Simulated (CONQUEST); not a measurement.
# LiCl (P1) in CONQUEST: convergence with k mesh

Aim: find how far k mesh must go before the results for LiCl settle, at LDA. This setting moves, with any that are tied to it; all else stays.

Everything below comes from runs of CONQUEST 1.3. Logs are shortened: lines on timing, memory, paths and dates and some standing lists are left out, and cuts for length are marked.

## 1. The cell of the first run

The typed cell holds 4 atoms: a = 3.627 Å, b = 3.627 Å, c = 5.130 Å, α = 90.00°, β = 90.00°, γ = 90.00°.

The cell isn't the ideal one: atoms moved at random.

## 2. With k mesh 1 × 1 × 1

Input file Conquest_input:

```
IO.Title LiCl
IO.Coordinates coords.dat
IO.FractionalAtomicCoords T
IO.Iprint 2
IO.Iprint_init 1
General.NumberOfSpecies 2
General.PseudopotentialType hamann
AtomMove.TypeOfRun static
AtomMove.FullStress T
Grid.GridCutoff 120
DM.SolutionMethod diagon
Diag.MPMesh T
Diag.GammaCentred T
Diag.MPMeshX 1
Diag.MPMeshY 1
Diag.MPMeshZ 1
Diag.kT 0.00183747
minE.SCTolerance 1e-6
SC.MaxIters 100
IO.AtomChargeOutput T
%block ChemicalSpeciesLabel
1 35.450 Cl
2 6.940 Li
%endblock
```

Input file coords.dat:

```
    6.8542870767     0.0000000000     0.0000000000
    0.0000000000     6.8542870767     0.0000000000
    0.0000000000     0.0000000000     9.6934257453
4
  0.0222375000   0.9636415000   0.5203655000 1 T T T
  0.5222375000   0.4636415000   0.0203655000 1 T T T
  0.4806760000   0.5307930000   0.5371290000 2 T T T
  0.9806760000   0.0307930000   0.0371290000 2 T T T
```

Potentials or basis: PseudoDojo NC LDA, DZP, grid cutoff 120 Ha.

Started as:

```
> OMP_NUM_THREADS=1 Conquest
```

Output:

```text
Simulation cell dimensions:     6.8543 a0 x     6.8543 a0 x     9.6934 a0

      Atomic coordinates (a0)
         Atom         X         Y         Z  Species
            1    0.1524    6.6051    5.0441        1
            2    3.5796    3.1779    0.1974        1
            3    3.2947    3.6382    5.2066        2
            4    6.7218    0.2111    0.3599        2

         Monkhorst-Pack mesh:   1 x   1 x   1 gamma-centred
        This calculation includes non-local pseudopotentials,
         with a maximum core radius of     10.20098956

    Job title: LiCl
    Job to be run: static calculation

    Ground state search:
      Support functions represented with PAO basis
      1:1 PAO to SF mapping
      Non-spin-polarised electrons
      Solving for the K matrix using diagonalisation
      Using Fermi-Dirac smearing

    Integration grid size:     36 x   36 x   48

    Integration grid spacing:  0.190 a0 x 0.190 a0 x 0.202 a0

    Number of species:  2
    --------------------------------------------------------
    |   #  mass (au)  Charge (e)  SF Rad (a0)  NSF  Label  |
    --------------------------------------------------------
    |   1     35.450       7.000        5.856   13  Cl     |
    |   2      6.940       3.000       10.501    6  Li     |
    --------------------------------------------------------
          SCF tolerance:                 0.00000100
          SCF iterations:               100

    LibXC version:  6. 2. 2
    Using the LDA functional Slater exchange
    Using the LDA functional Perdew & Wang

           radial cut-off to be used is taken to be max PAO cut-off radius for this species:    5.590663

           greatest ang. mom. for making density from PAOs:  2

           radial cut-off to be used is taken to be max PAO cut-off radius for this species:   10.200990

           greatest ang. mom. for making density from PAOs:  1
    Minimum blocs/proc is      972. Maximum blocs/proc is      972
    set_atom_dens: In set_atomic_density, electrons :      20.000000000000
 matrix_size & matrix_size_padH =           38          38

    Screened ion int: energy:     -31.690737174750 Ha

    new_SC_potl: Starting.  Tolerance:  0.10000E-05

    PulayMixSC: Starting Pulay mixing, A_up =  0.500 A_dn =  0.500
    PulayMixSC: Spin non-polarised calculation.
          Harris-Foulkes Energy            :       -47.124142039251083 Ha
          (TS=0 as O(N) or entropic contribution is negligible)
          DFT Total Energy                 :       -47.096501844455815 Ha
          Total number of electrons        :        20.000000000000110
    PulayMixSC: Pulay iteration     1 residual:              0.41554E-02
          Harris-Foulkes Energy            :       -47.109405322311879 Ha
          (TS=0 as O(N) or entropic contribution is negligible)
          DFT Total Energy                 :       -47.109892512102860 Ha
          Total number of electrons        :        19.999998805024873
    PulayMixSC: Pulay iteration     2 residual:              0.14741E-02
          Harris-Foulkes Energy            :       -47.109773203381224 Ha
          (TS=0 as O(N) or entropic contribution is negligible)
          DFT Total Energy                 :       -47.109941923162069 Ha
          Total number of electrons        :        19.999996585763302
    PulayMixSC: Pulay iteration     3 residual:              0.64426E-03
          Harris-Foulkes Energy            :       -47.109947722930414 Ha
          (TS=0 as O(N) or entropic contribution is negligible)
          DFT Total Energy                 :       -47.109947859221329 Ha
          Total number of electrons        :        19.999995019039645
    PulayMixSC: Pulay iteration     4 residual:              0.33905E-04
          Harris-Foulkes Energy            :       -47.109947938144536 Ha
          (TS=0 as O(N) or entropic contribution is negligible)
          DFT Total Energy                 :       -47.109947945822597 Ha
          Total number of electrons        :        19.999995209685704
    PulayMixSC: Pulay iteration     5 residual:              0.98860E-05
          Harris-Foulkes Energy            :       -47.109947954696679 Ha
          (TS=0 as O(N) or entropic contribution is negligible)
          DFT Total Energy                 :       -47.109947954235452 Ha
          Total number of electrons        :        19.999995291235471
    PulayMixSC: Pulay iteration     6 residual:              0.67764E-06
    PulayMixSC: Reached SCF tolerance of  0.67764E-06 after      6 iterations
      | Number of electrons      =        19.999995
      |* band energy as 2Tr[K.H] =       -15.025370081882091 Ha
      |  screened ion-ion energy =       -31.690737174750275 Ha
      |  Ha correction           =        -0.388542075201669 Ha
      |  XC correction           =        -0.005295076434467 Ha
      |* Harris-Foulkes energy   =       -47.109947954696679 Ha
      |* DFT total energy        =       -47.109947954235452 Ha
      |  estimated accuracy      =        -0.000000000461228 Ha

    force: Forces on atoms (Ha/a0)
    force:  Atom   X              Y              Z
    force:     1  -0.0080603051   0.0119738974   0.0030125553
    force:     2  -0.0080603051   0.0119738974   0.0030125553
    force:     3   0.0083729540  -0.0112160784  -0.0030998186
    force:     4   0.0083729540  -0.0112160784  -0.0030998186

    force: Maximum force :        0.01197390(Ha/a0) on atom         1 in y direction
    force: Force Residual:        0.01454190 Ha/a0
    force: Total stress:        -22.09731010     1.30504142    -0.11574743 GPa
                             1.30504142   -20.35473836     0.16291755
                            -0.11574743     0.16291755     0.48031493
    force: Average pressure:     13.99057784 GPa

    force: Finished force
    get_E_and_F: Change in energy during last step of electronic optimisation: -0.16552E-07

    BIBLIOGRAPHY: Please consider citing the following references in the conquest.bib file

    CONQUEST:         Bowler2002pt, Miyazaki2004, Nakata2020
    Basis:            Bowler2019
    DM:               Bowler:2006xr
    Pseudopotentials: Hamann2013, Bowler2019
    XC references from LibXC:
      P. A. M. Dirac.,  Math. Proc. Cambridge Philos. Soc. 26, 376 (1930)
```

It took 26 s on 1 thread of Intel Xeon Platinum 8259CL at 2.50GHz (Skylake/Cascade Lake), shared host; peak memory 0.47 GiB.

What came out:

```yaml
Free_energy: -1281.9270 eV
Pressure: 14.0 GPa
Band_gap_on_the_k_mesh: 5.73 eV
Mulliken_charges: Cl -0.37; Li +0.37 e
```

## 3. With k mesh 2 × 2 × 2

Conquest_input, as its differences from that of step 2:

```diff
@@ -13,5 +13,5 @@
 Diag.GammaCentred T
-Diag.MPMeshX 1
-Diag.MPMeshY 1
-Diag.MPMeshZ 1
+Diag.MPMeshX 2
+Diag.MPMeshY 2
+Diag.MPMeshZ 2
 Diag.kT 0.00183747
```

coords.dat is that of step 2.

Potentials or basis: PseudoDojo NC LDA, DZP, grid cutoff 120 Ha.

Started as:

```
> OMP_NUM_THREADS=1 Conquest
```

Run time: 27 s. Hardware: 1 thread of Intel Xeon Platinum 8259CL at 2.50GHz (Skylake/Cascade Lake), shared host; peak memory 0.46 GiB.

Results:

- Free energy: -1286.3848 eV
- Pressure: 0.2 GPa
- Largest force: 0.373 eV/Å
- Band gap on the k mesh: 6.06 eV
- Mulliken charges: Cl -0.37; Li +0.37 e

## 4. With k mesh 3 × 3 × 2

Conquest_input, as its differences from that of step 3:

```diff
@@ -13,4 +13,4 @@
 Diag.GammaCentred T
-Diag.MPMeshX 2
-Diag.MPMeshY 2
+Diag.MPMeshX 3
+Diag.MPMeshY 3
 Diag.MPMeshZ 2
```

coords.dat is that of step 3.

Started as:

```
> OMP_NUM_THREADS=1 Conquest
```

Wall time 32 s (1 thread of Intel Xeon Platinum 8259CL at 2.50GHz (Skylake/Cascade Lake), shared host); peak memory 0.47 GiB.

What came out:

| Quantity | Value |
| --- | --- |
| Free energy | -1286.7354 eV |
| Pressure | -1.5 GPa |
| Largest force | 0.413 eV/Å |
| Band gap on the k mesh | 6.12 eV |
| Mulliken charges | Cl -0.37; Li +0.37 e |

## 5. With k mesh 3 × 3 × 3

Conquest_input, as its differences from that of step 4:

```diff
@@ -15,3 +15,3 @@
 Diag.MPMeshY 3
-Diag.MPMeshZ 2
+Diag.MPMeshZ 3
 Diag.kT 0.00183747
```

coords.dat is that of step 4.

Started as:

```
> OMP_NUM_THREADS=1 Conquest
```

It took 32 s on 1 thread of Intel Xeon Platinum 8259CL at 2.50GHz (Skylake/Cascade Lake), shared host; peak memory 0.47 GiB.

What came out:

```yaml
Free_energy: -1286.7371 eV
Pressure: -1.5 GPa
Largest_force: 0.414 eV/Å
Band_gap_on_the_k_mesh: 6.12 eV
Mulliken_charges: Cl -0.38; Li +0.38 e
```

## 6. With k mesh 4 × 4 × 3

Conquest_input, as its differences from that of step 5:

```diff
@@ -13,4 +13,4 @@
 Diag.GammaCentred T
-Diag.MPMeshX 3
-Diag.MPMeshY 3
+Diag.MPMeshX 4
+Diag.MPMeshY 4
 Diag.MPMeshZ 3
```

coords.dat is that of step 5.

Potentials or basis: PseudoDojo NC LDA, DZP, grid cutoff 120 Ha.

Started as:

```
> OMP_NUM_THREADS=1 Conquest
```

It took 34 s on 1 thread of Intel Xeon Platinum 8259CL at 2.50GHz (Skylake/Cascade Lake), shared host; peak memory 0.46 GiB.

The run converged. Its results:

| Property | Result |
| --- | --- |
| Free energy | -1286.7691 eV |
| Pressure | -1.7 GPa |
| Largest force | 0.419 eV/Å |
| Band gap on the k mesh | 6.13 eV |
| Mulliken charges | Cl -0.37; Li +0.37 e |

## 7. With k mesh 5 × 5 × 4

Conquest_input, as its differences from that of step 6:

```diff
@@ -13,5 +13,5 @@
 Diag.GammaCentred T
-Diag.MPMeshX 4
-Diag.MPMeshY 4
-Diag.MPMeshZ 3
+Diag.MPMeshX 5
+Diag.MPMeshY 5
+Diag.MPMeshZ 4
 Diag.kT 0.00183747
```

coords.dat is that of step 6.

Started as:

```
> OMP_NUM_THREADS=1 Conquest
```

Wall time 47 s (1 thread of Intel Xeon Platinum 8259CL at 2.50GHz (Skylake/Cascade Lake), shared host); peak memory 0.47 GiB.

Results (log left out):

```yaml
Free_energy: -1286.7737 eV
Pressure: -1.7 GPa
Largest_force: 0.420 eV/Å
Band_gap_on_the_k_mesh: 6.13 eV
Mulliken_charges: Cl -0.37; Li +0.37 e
```

## 8. With k mesh 6 × 6 × 5

Conquest_input, as its differences from that of step 7:

```diff
@@ -13,5 +13,5 @@
 Diag.GammaCentred T
-Diag.MPMeshX 5
-Diag.MPMeshY 5
-Diag.MPMeshZ 4
+Diag.MPMeshX 6
+Diag.MPMeshY 6
+Diag.MPMeshZ 5
 Diag.kT 0.00183747
```

coords.dat is that of step 7.

Started as:

```
> OMP_NUM_THREADS=1 Conquest
```

It took 61 s on 1 thread of Intel Xeon Platinum 8259CL at 2.50GHz (Skylake/Cascade Lake), shared host; peak memory 0.47 GiB.

Results (log left out):

```
Free energy            : -1286.7743 eV
Pressure               : -1.7 GPa
Largest force          : 0.420 eV/Å
Band gap on the k mesh : 6.13 eV
Mulliken charges       : Cl -0.37; Li +0.37 e
```

## 9. With k mesh 7 × 7 × 5

Conquest_input, as its differences from that of step 8:

```diff
@@ -13,4 +13,4 @@
 Diag.GammaCentred T
-Diag.MPMeshX 6
-Diag.MPMeshY 6
+Diag.MPMeshX 7
+Diag.MPMeshY 7
 Diag.MPMeshZ 5
```

coords.dat is that of step 8.

Potentials or basis: PseudoDojo NC LDA, DZP, grid cutoff 120 Ha.

Started as:

```
> OMP_NUM_THREADS=1 Conquest
```

Run time: 65 s. Hardware: 1 thread of Intel Xeon Platinum 8259CL at 2.50GHz (Skylake/Cascade Lake), shared host; peak memory 0.47 GiB.

The run converged. Its results:

```
Free energy            : -1286.7744 eV
Pressure               : -1.7 GPa
Largest force          : 0.420 eV/Å
Band gap on the k mesh : 6.13 eV
Mulliken charges       : Cl -0.37; Li +0.37 e
```

## 10. With k mesh 9 × 9 × 7

Conquest_input, as its differences from that of step 9:

```diff
@@ -13,5 +13,5 @@
 Diag.GammaCentred T
-Diag.MPMeshX 7
-Diag.MPMeshY 7
-Diag.MPMeshZ 5
+Diag.MPMeshX 9
+Diag.MPMeshY 9
+Diag.MPMeshZ 7
 Diag.kT 0.00183747
```

coords.dat is that of step 9.

Started as:

```
> OMP_NUM_THREADS=1 Conquest
```

Run time: 1.8 min. Hardware: 1 thread of Intel Xeon Platinum 8259CL at 2.50GHz (Skylake/Cascade Lake), shared host; peak memory 0.47 GiB.

It converged, with:

```
Free energy            : -1286.7745 eV
Pressure               : -1.7 GPa
Largest force          : 0.420 eV/Å
Band gap on the k mesh : 6.13 eV
Mulliken charges       : Cl -0.37; Li +0.37 e
```

## 11. With k mesh 11 × 11 × 8

Conquest_input, as its differences from that of step 10:

```diff
@@ -13,5 +13,5 @@
 Diag.GammaCentred T
-Diag.MPMeshX 9
-Diag.MPMeshY 9
-Diag.MPMeshZ 7
+Diag.MPMeshX 11
+Diag.MPMeshY 11
+Diag.MPMeshZ 8
 Diag.kT 0.00183747
```

coords.dat is that of step 10.

Started as:

```
> OMP_NUM_THREADS=1 Conquest
```

Run time: 3.1 min. Hardware: 1 thread of Intel Xeon Platinum 8259CL at 2.50GHz (Skylake/Cascade Lake), shared host; peak memory 0.47 GiB.

The run converged. Its results:

| Item | Value |
| --- | --- |
| Free energy | -1286.7745 eV |
| Pressure | -1.7 GPa |
| Largest force | 0.420 eV/Å |
| Band gap on the k mesh | 6.13 eV |
| Mulliken charges | Cl -0.37; Li +0.37 e |

## 12. Result

```csv
k mesh,"energy less the tightest run, at zero smearing (meV/atom)",pressure (GPa),largest force (eV/Å),gap on the mesh (eV),SCF cycles,CPU time (s),peak memory (GiB)
1 × 1 × 1,1211.87,13.99,-,5.731,6,26,0.47
2 × 2 × 2,97.42,0.20,0.373,6.064,6,26,0.46
3 × 3 × 2,9.77,-1.48,0.413,6.119,6,32,0.47
3 × 3 × 3,9.33,-1.49,0.414,6.119,6,32,0.47
4 × 4 × 3,1.33,-1.67,0.419,6.127,6,34,0.46
5 × 5 × 4,0.19,-1.72,0.420,6.128,6,47,0.47
6 × 6 × 5,0.05,-1.72,0.420,6.128,6,61,0.47
7 × 7 × 5,0.01,-1.72,0.420,6.128,6,64,0.47
9 × 9 × 7,0.00,-1.72,0.420,6.128,6,110,0.47
11 × 11 × 8,0.00,-1.72,0.420,6.128,6,180,0.47
```

Against the tightest run, the energy stays within 1 meV/atom from 5 × 5 × 4 on; the pressure stays within 0.1 GPa from 4 × 4 × 3 on; the largest force stays within 0.005 eV/Å from 4 × 4 × 3 on; the gap on the mesh stays within 0.01 eV from 3 × 3 × 2 on. Meshes of other sizes hit other points, so gaps and Fermi surfaces needn't settle smoothly. The tightest run that finished is the yardstick and may itself not be fully converged.

Caveats: an odd mesh through Γ misses points on the zone boundary, where band edges often lie; the basis of atomic orbitals isn't converged, which shifts pressures, moduli and gaps.
